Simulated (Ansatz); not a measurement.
TiCo in Ansatz: the effect of target pressure

TiCo:

```
CELL_PARAMETERS angstrom
2.98611 0.00000 0.00000
0.00000 2.98611 0.00000
0.00000 0.00000 2.98611
ATOMIC_POSITIONS crystal
Co 0.50000 0.50000 0.50000
Ti 0.00000 0.00000 0.00000
```

The cell comes from a database or a generator and needn't be the stable form of this composition.

Alike in all runs:

| Property | Result |
| --- | --- |
| Program | Ansatz 0.2.0 |
| Task | relaxation of cell and atoms |
| Functional | PBEsol |
| Potentials or basis | Ansatz PAW |
| Cutoff | 420 eV (not typed: the program's choice for these potentials) |
| k mesh | 9 × 9 × 9 |
| Occupations | fermi-dirac, width 0.05 eV |
| Spin | collinear spin, ferromagnetic start |
| Starting moments | [2.0, 1.0] μB |

Each run relaxes the cell or the atoms first.

**Question.** One run gave: relaxed volume 11.21 Å³/atom; moment 0.45 μB. Which target pressure did it use?
A. 30 GPa
B. 5 GPa
C. 10 GPa
D. 0 GPa
E. 2 GPa

**Answer.** A.

```csv
target pressure,relaxed volume (Å³/atom),moment (μB)
0 GPa,12.68,0.61
2 GPa,12.55,0.59
5 GPa,12.36,0.57
10 GPa,12.09,0.53
20 GPa,11.61,0.48
30 GPa,11.21,0.45
```

Caveats: the plane-wave basis is chosen anew once the cell has moved, so the energies of steps on either side of that aren't comparable; the PAW data sets come from PBE, with cores solved anew for the run's functional, which leaves a small shift of forces and pressure; the volume moved by over 15 % at a fixed basis, so the end points are rough (some runs).

Runs at the PBE level aren't shown here.
